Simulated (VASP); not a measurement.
# ZnAu: intraband terms of a metal's spectrum

ZnAu, Pm-3m (no. 221), 2 atoms in the cell. PBE, independent-particle dielectric function; PAW potentials Au, Zn (PBE set).

## Input

INCAR.step1:
```
SYSTEM = ZnAu
PREC     = Accurate       ! precision mode
ENCUT    = 320            ! plane-wave cutoff, eV
ISMEAR   = 1              ! smearing method
SIGMA    = 0.1            ! smearing width, eV
EDIFF    = 1E-7           ! SCF threshold, eV
LASPH    = .True.         ! aspherical terms in the spheres
KPAR     = 4            
LWAVE    = .False.        ! write WAVECAR
LCHARG   = .True.         ! write CHGCAR
LMAXMIX  = 4              ! l up to which the mixer works
```

INCAR.step2:
```
SYSTEM = ZnAu
PREC     = Accurate       ! precision mode
ENCUT    = 320            ! plane-wave cutoff, eV
ISMEAR   = 0              ! smearing method
SIGMA    = 0.3            ! smearing width, eV
EDIFF    = 1E-6           ! SCF threshold, eV
LASPH    = .True.         ! aspherical terms in the spheres
KPAR     = 4            
LWAVE    = .True.         ! write WAVECAR
LCHARG   = .False.        ! write CHGCAR
LMAXMIX  = 4              ! l up to which the mixer works
ICHARG   = 11             ! starting density
NBANDS   = 30             ! bands
NEDOS    = 3000           ! points of the DOS
OMEGAMAX = 30           
CSHIFT   = 0.1           
```

INCAR.step3, as INCAR.step2 but for:
```
- LWAVE = .True.
+ LWAVE = .False.
+ LOPTICS = .True.
+ ALGO = None
+ NELM = 1
+ ISTART = 1
```

INCAR.step4, as INCAR.step3 but for:
```
+ WPLASMAI = 0.03
```

INCAR.step5 to INCAR.step6 change the same tag again: WPLASMAI = 0.1, 0.3.

INCAR.step7, as INCAR.step6 but for:
```
- WPLASMAI = 0.3
+ RTIME = 1
```

INCAR.step8, as INCAR.step7 but for:
```
- RTIME = 1
+ RTIME = 20
```

INCAR.step9, as INCAR.step8 but for:
```
- RTIME = 20
+ LNABLA = .True.
```

INCAR.step10, as INCAR.step9 but for:
```
- ISMEAR = 0
- LNABLA = .True.
+ ISMEAR = -5
```

KPOINTS.step1:
```
k-points
0
Gamma
  8 8 8
```

KPOINTS.step2:
```
k-points
0
Gamma
  17 17 17
```

POSCAR:
```
ZnAu
1.0
    3.1470000000      0.0000000000      0.0000000000
    0.0000000000      3.1470000000      0.0000000000
    0.0000000000      0.0000000000      3.1470000000
Au Zn
1 1
Direct
    0.0000000000      0.0000000000      0.0000000000
    0.5000000000      0.5000000000      0.5000000000
```

Commands (each step's output is kept before the next begins):
```
cat potpaw_PBE.64/Au/POTCAR potpaw_PBE.64/Zn/POTCAR > POTCAR
cp INCAR.step1 INCAR
cp KPOINTS.step1 KPOINTS
mpirun -np 4 vasp_std > vasp.out
cp INCAR.step2 INCAR
cp KPOINTS.step2 KPOINTS
mpirun -np 4 vasp_std > vasp.out
cp INCAR.step3 INCAR
mpirun -np 4 vasp_std > vasp.out
cp INCAR.step4 INCAR
mpirun -np 4 vasp_std > vasp.out
cp INCAR.step5 INCAR
mpirun -np 4 vasp_std > vasp.out
cp INCAR.step6 INCAR
mpirun -np 4 vasp_std > vasp.out
cp INCAR.step7 INCAR
mpirun -np 4 vasp_std > vasp.out
cp INCAR.step8 INCAR
mpirun -np 4 vasp_std > vasp.out
cp INCAR.step9 INCAR
mpirun -np 4 vasp_std > vasp.out
cp INCAR.step10 INCAR
mpirun -np 4 vasp_std > vasp.out
```

## Result

- Bands: 30

One ground state, settings moved in the last step alone:

| Settings | Plasma frequency (eV) | Im ε at 0.5 eV | Im ε at 1 eV | Im ε at 2 eV | Im ε at 4 eV | Time (s) |
|---|---|---|---|---|---|---|
| interband part alone | 9.63 | 2.0 | 7.4 | 9.6 | 4.3 | 15 |
| Drude term, WPLASMAI 0.03 | 9.63 | 24.2 | 10.2 | 9.9 | 4.3 | 16 |
| Drude term, WPLASMAI 0.1 | 9.63 | 73.4 | 16.6 | 10.8 | 4.4 | 12 |
| Drude term, WPLASMAI 0.3 | 9.63 | 165.7 | 32.9 | 13.0 | 4.7 | 11 |
| relaxation time RTIME 1 fs | 9.63 | 180.7 | 50.0 | 16.5 | 5.2 | 11 |
| relaxation time RTIME 20 fs | 9.63 | 26.3 | 10.5 | 10.0 | 4.3 | 11 |
| transversal form (LNABLA) | 9.86 | 2.1 | 7.8 | 10.0 | 4.2 | 11 |
| tetrahedron method | – | – | – | – | – | no result |

Limits: Spin-orbit coupling is left out, which can matter with atoms this heavy.

VASP 6.6.1 took 104 s on 4 cores (AMD EPYC 7R43 (Zen 3)), a shared host.
